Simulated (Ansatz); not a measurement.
## Relaxing V

All numbers below come from Ansatz 0.2.0, DFT PBEsol, scalar-relativistic, plane waves, PAW. Cutoff 420 eV, Γ-centred k mesh, Gaussian smearing, no spin polarisation in the final step.

A relaxed cell is given with its space group left out.

```yaml
crystal:
  lattice:
    - [2.41200, 0.00000, 0.00000]
    - [0.00000, 2.41200, 0.00000]
    - [0.00000, 0.00000, 2.41200]
  atoms:
    - { symbol: V, position: [0.00000, 0.00000, 0.00000] }
```

Energies count from the standard state of V at the same level.

What space group does it have?

Pm-3m (No. 221). Conventional cell: a = 2.412 Å. Around V lie 6 V at 2.41 Å.

How far above the standard state of V does it lie?

0.88 eV/atom.

Is it a metal?

Yes, bands cross the Fermi level on the 22×22×22 mesh.

The final run used a 22×22×22 mesh on its 1-atom cell and 0.10 eV smearing. The k mesh leaves about 4 meV/atom of noise in metals. The cell came from a trial start, so V may not exist in this structure.